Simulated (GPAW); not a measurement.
# MnO (P6_3mc) in GPAW: equation of state with LDA

Aim: the equation of state of MnO with LDA.

Program: GPAW 26.7.0. These are calculated values, not measurements. Logs are shortened: lines on timing, memory, paths and dates and some standing lists are left out, and cuts for length are marked. The log counts tension as positive stress, the text compression.

## 1. The crystal as given

The structure is hexagonal, space group P6_3mc (No. 186). Conventional cell: a = 3.372 Å, b = 3.372 Å, c = 5.386 Å, α = 90.00°, β = 90.00°, γ = 120.00°. Around Mn (site symmetry 3m) lie 4 O at 1.96 to 2.08 Å. O (site symmetry 3m) is surrounded by 4 Mn at 1.96 to 2.08 Å.

Measurements of this composition are mostly on another form, of space group No. 225.

## 2. Equation of state, LDA, collinear spin, ferromagnetic start

Input file run.py:

```python
from ase import Atoms
from ase.eos import EquationOfState
from ase.io import Trajectory
from ase.units import GPa
from gpaw import GPAW, PW

atoms = Atoms(['Mn', 'Mn', 'O', 'O'],
              cell=[[3.3717, 0.0, 0.0],
                    [-1.68585, 2.9199778539, 0.0],
                    [0.0, 0.0, 5.3855]],
              scaled_positions=[[0.6666666667, 0.3333333333, 0.51096],
                                [0.3333333333, 0.6666666667, 0.01096],
                                [0.6666666667, 0.3333333333, 0.87547],
                                [0.3333333333, 0.6666666667, 0.37547]],
              pbc=True)
atoms.set_initial_magnetic_moments([4.0, 4.0, 0.0, 0.0])

traj = Trajectory('eos.traj', 'w')
volumes, energies = [], []
for x in [0.94, 0.96, 0.98, 1.0, 1.02, 1.04, 1.06]:
    a = atoms.copy()
    a.set_cell(atoms.cell * x**(1 / 3), scale_atoms=True)
    calc = GPAW(mode=PW(800),
                xc='LDA',
                kpts={'size': (6, 6, 4), 'gamma': True},
                occupations={'name': 'fermi-dirac', 'width': 0.05},
                nbands=38,
                convergence={'density': 1e-05, 'energy': 1e-05},
                maxiter=150,
                txt=f'eos-{x:.2f}.txt')
    a.calc = calc
    energies.append(a.get_potential_energy(force_consistent=True))
    volumes.append(a.get_volume())
    p = -a.get_stress()[:3].mean() / GPa
    calc.write(f'eos-{x:.2f}.gpw')
    traj.write(a)
    print(f'{x:.2f} {volumes[-1]:10.4f} A^3 {energies[-1]:14.6f} eV {p:9.3f} GPa', flush=True)

v0, e0, B = EquationOfState(volumes, energies, eos='birchmurnaghan').fit()
print(f'V0 = {v0:.4f} A^3, E0 = {e0:.6f} eV, B0 = {B / GPa:.2f} GPa')
```

Potentials or basis: the program's PAW data sets (release 1.2.1) made for this functional, pw.

Command:

```sh
OMP_NUM_THREADS=1 python run.py
```

Log:

```text
__  _  _
 | _ |_)|_||  |
 |__||  | ||/\| - 26.7.0

Input parameters:
  mode=PW(ecut=800.0),
  convergence={'density': 1e-05, 'energy': 1e-05},
  kpts=MonkhorstPack(size=(6, 6, 4), gamma=True),
  maxiter=150,
  nbands=38,
  occupations=Occupations(name='fermi-dirac', width=0.05),
  xc=XC(name='LDA')

Diagonalizing LCAO Hamiltonian
Converting LCAO to pw mode

           O

        O  Mn

        Mn

Atoms  # Å, Bohr magnetons
|   | symbol |         x |        y |        z |    initial magnetic moments |
|---|--------|-----------|----------|----------|-----------------------------|
| 0 |     Mn |  1.651435 | 0.953457 | 2.695601 | ( 0.0000,  0.0000,  4.0000) |
| 1 |     Mn | -0.000000 | 1.906913 | 0.057820 | ( 0.0000,  0.0000,  4.0000) |
| 2 |      O |  1.651435 | 0.953457 | 4.618595 | ( 0.0000,  0.0000,  0.0000) |
| 3 |      O | -0.000000 | 1.906913 | 1.980815 | ( 0.0000,  0.0000,  0.0000) |

Unit cell  # Å
| periodic |         x |        y |        z |  lengths |     angles |
|----------|-----------|----------|----------|----------|------------|
|      yes |  3.302870 | 0.000000 | 0.000000 | 3.302870 |  90.000000 |
|      yes | -1.651435 | 2.860370 | 0.000000 | 3.302870 |  90.000000 |
|      yes |  0.000000 | 0.000000 | 5.275561 | 5.275561 | 120.000000 |

Number of symmetries: 6
Symmetry operations  # r_c * U_cc + t_c -> r_c
|   | kind |            matrix            |
|---|------|------------------------------|
| 0 |  σ   |  1, 1, 0,  0,-1, 0,  0, 0, 1 |
| 1 |  E   |  1, 0, 0,  0, 1, 0,  0, 0, 1 |
| 2 |  C3  |  0, 1, 0, -1,-1, 0,  0, 0, 1 |
| 3 |  σ   |  0,-1, 0, -1, 0, 0,  0, 0, 1 |
| 4 |  σ   | -1, 0, 0,  1, 1, 0,  0, 0, 1 |
| 5 |  C3  | -1,-1, 0,  1, 0, 0,  0, 0, 1 |

BZ-sampling:
  Number of BZ points: 144
  Number of IBZ points: 24

  Monkhorst-Pack size: [6, 6, 4]
  Monkhorst-Pack shift: [0.08333333333333333, 0.08333333333333333, 0.125]

K-points  # in reciprocal-cell coordinates
|     |                                coordinates |     weight |
|-----|--------------------------------------------|------------|
|   0 | (  0.00000000,   0.00000000,   0.00000000) | 0.00694444 |
|   1 | (  0.00000000,   0.00000000,   0.25000000) | 0.01388889 |
|   2 | (  0.00000000,   0.00000000,   0.50000000) | 0.00694444 |
|   3 | (  0.16666667,   0.00000000,  -0.25000000) | 0.04166667 |
|   4 | (  0.16666667,   0.00000000,   0.00000000) | 0.04166667 |
|   5 | (  0.16666667,   0.00000000,   0.25000000) | 0.04166667 |
|   6 | (  0.16666667,   0.00000000,   0.50000000) | 0.04166667 |
|   7 | (  0.33333333,  -0.16666667,   0.00000000) | 0.04166667 |
|   8 | (  0.33333333,  -0.16666667,   0.25000000) | 0.08333333 |
|   9 | (  0.33333333,  -0.16666667,   0.50000000) | 0.04166667 |
| ... |                                            |            |
|  23 | (  0.50000000,   0.50000000,   0.50000000) | 0.02083333 |

Plane wave coefficients: 2587
Cutoff: 800.0 eV

Spin-components: 2 (collinear spins)
Bands:           38
Projectors:      22
Spin-degeneracy: 1
Datatype:        complex128

Parallelization:
  kpt:    1
  domain: 1
  band:   1

Density:
  Valence electrons: 42.0
  Components: 2
  Grid points: [24 24 35]
  Charge: 0.0  # |e|

Potential:
  Grid points: [24 24 35]

species:
  Mn:
    name:    Manganese
    Z:       25.0
    valence: 15
    core:    10
    charge:  0.0  # [|e|]
    compensation charges:
      type: gauss
      rc: 0.38  # [Å]
      lmax: 2
    cutoffs:
      filter: 2.14  # [Å]
      core: 0.86  # [Å]
    projectors
    | kind |    occ | energy [eV] | rcut [Å] |
    |------|--------|-------------|----------|
    |   3s |  2.000 |     -85.387 |    1.275 |
    |   4s |  2.000 |      -5.282 |    1.275 |
    |   3p |  6.000 |     -54.493 |    1.281 |
    |   4p |  0.000 |      -1.471 |    1.281 |
    |   3d |  5.000 |      -7.009 |    1.138 |
    |    d |        |      20.203 |    1.138 |

    Using partial waves for Mn as LCAO basis

  O:
    name:    Oxygen
    Z:       8.0
    valence: 6
    core:    2
    charge:  0.0  # [|e|]
    compensation charges:
      type: gauss
      rc: 0.21  # [Å]
      lmax: 2
    cutoffs:
      filter: 1.17  # [Å]
      core: 0.83  # [Å]
    projectors
    | kind |    occ | energy [eV] | rcut [Å] |
    |------|--------|-------------|----------|
    |   2s |  2.000 |     -23.752 |    0.688 |
    |   2p |  4.000 |      -9.195 |    0.598 |
    |    s |        |       3.459 |    0.688 |
    |    p |        |      18.016 |    0.598 |
    |    d |        |       0.000 |    0.619 |

    Using partial waves for O as LCAO basis

Reference energy: -66966.760085  # eV

eigensolver:
  PPCG
  Converge bands: occupied
  niter=2

density mixing:
  MSR1-Mixer
  Pratt-step length: 0.05
  Maximum mixing coefficient: 0.75
  Old densities: 10
  SVD Regularization: 0.005
  Good broyden scale: 1.0
  Trust region scale: 1.0
  Backstep threshold: 4.0
  History deletion threshold: 6.0
  Fourier metric: weight=20.0, sigma=0.015

occupation numbers:
  Fermi-Dirac:
    width: 0.0500  # eV

poisson solver:
  ecut: 6400.0  # eV

xc functional:
  name: None

convergence criteria:
- Maximum integral of absolute [dens]ity change: 1e-05 electrons / valence electron
- Maximum [total energy] change in last 3 cyles: 1e-05 eV / valence electron
- Maximum integral of absolute [eigenst]ate change: 4e-08 eV^2 / valence electron
maximum number of iterations: 150

SCF iterations
|iter     | |      energy | eigst |  dens |  magmom |
|---------|-|-------------|-------|-------|---------|
|iter:   1| |  -39.086459 | +0.45 |       |  +8.0059|
|iter:   2| |  -38.427193 | -1.54 | -0.87 |  +8.0956|
|iter:   3| |  -36.870789 | -1.51 | -0.93 |  +8.7502|
|iter:   4| |  -36.884234 | -2.86 | -1.52 |  +8.8933|
|iter:   5| |  -36.880800 | -3.28 | -1.74 |  +9.0291|
|iter:   6| |  -36.898455 | -3.61 | -1.97 |  +9.1481|
|iter:   7| |  -36.884127 | -4.02 | -2.07 |  +9.1838|
|iter:   8| |  -36.886728 | -4.65 | -2.45 |  +9.3346|
|iter:   9| |  -36.887167 | -5.61 | -2.96 |  +9.3785|
|iter:  10| |  -36.887210 | -5.93 | -3.42 |  +9.3840|
|iter:  11| |  -36.887230c| -6.35 | -3.58 |  +9.3874|
|iter:  12| |  -36.887234c| -7.85c| -4.38 |  +9.3880|
|iter:  13| |  -36.887234c| -7.90c| -4.73 |  +9.3879|
|iter:  14| |  -36.887234c| -8.46c| -5.20c|  +9.3880|

Converged in 14 steps
Energy contributions relative to reference atoms: (reference = -66966.760085)

Energy contributions:
  Kinetic:          46.857740
  Coulomb:         -41.385199
  Zero:              0.519464
  External:          0.000000
  Xc:              -42.865444
  Entropy:          -0.027590
  Spinorbit:         0.000000
  ----------------------------
  Free energy:     -36.901029
  Extrapolated:    -36.887234

dipole moment: (0.000001, 0.000000, -9.731055)  # |e|*Ang

Total magnetic moment: (0.000000, 0.000000, 9.388041)

Local magnetic moments
|        x |        y |        z |
|----------|----------|----------|
| 0.000000 | 0.000000 | 4.059398 |  # Mn   0
| 0.000000 | 0.000000 | 4.059398 |  # Mn   1
| 0.000000 | 0.000000 | 0.158880 |  # O    2
| 0.000000 | 0.000000 | 0.158880 |  # O    3

Fermi level: 6.572
Eigenvalues  # (at kpt = [0.000, 0.000, 0.000])
| band index |      eig [eV] | occ [0-1] |      eig [eV] | occ [0-1] |
|------------|---------------|-----------|---------------|-----------|
|          0 |       -74.175 |     1.000 |       -69.809 |     1.000 |
|        ... |               |           |               |           |
|         13 |        -0.013 |     1.000 |         1.202 |     1.000 |
|         14 |         0.352 |     1.000 |         1.447 |     1.000 |
|         15 |         0.352 |     1.000 |         1.447 |     1.000 |
|         16 |         3.633 |     1.000 |         6.368 |     0.984 |
|         17 |         3.633 |     1.000 |         7.196 |     0.000 |
|         18 |         4.175 |     1.000 |         7.196 |     0.000 |
|         19 |         4.274 |     1.000 |         7.389 |     0.000 |
|         20 |         4.274 |     1.000 |         8.076 |     0.000 |
|         21 |         5.276 |     1.000 |         8.076 |     0.000 |
|         22 |         5.859 |     1.000 |         9.018 |     0.000 |
|         23 |         5.859 |     1.000 |         9.018 |     0.000 |
|         24 |         7.032 |     0.000 |         9.991 |     0.000 |
|         25 |         7.032 |     0.000 |        10.138 |     0.000 |
|         26 |         7.059 |     0.000 |        10.138 |     0.000 |
|         27 |        10.582 |     0.000 |        11.766 |     0.000 |
|        ... |               |           |               |           |
|         37 |        23.809 |     0.000 |        24.996 |     0.000 |

No gap
No difference between direct/indirect transitions

Stress tensor  # eV/Ang^3
|        x |        y |         z |
|----------|----------|-----------|
| 0.009895 | 0.000000 |  0.000000 |
| 0.000000 | 0.009895 |  0.000000 |
| 0.000000 | 0.000000 | -0.047647 |

# Writing to eos-0.94.gpw (mode='')
```

It took 13 min on 1 thread of Arm Neoverse V2, shared host; peak memory 0.56 GiB.

What came out:

- Equilibrium volume: 12.72 Å³/atom (rough: see the caveat)
- Bulk modulus at fixed shape and positions: 89 GPa (rough)

Energy against volume, from the lowest point:
| volume (Å³/atom) | energy (meV/atom) |
| --- | --- |
| 12.460 | 1.39 |
| 12.725 | 0.00 |
| 12.990 | 1.55 |
| 13.255 | 6.25 |
| 13.521 | 14.07 |
| 13.786 | 24.90 |
| 14.051 | 38.66 |

Caveat: the fit is doubtful: noisy points or a state that changes with volume; the cell was scaled at fixed shape and fractional positions, which overstates the stiffness of a crystal with free parameters, most of all of layers and chains.
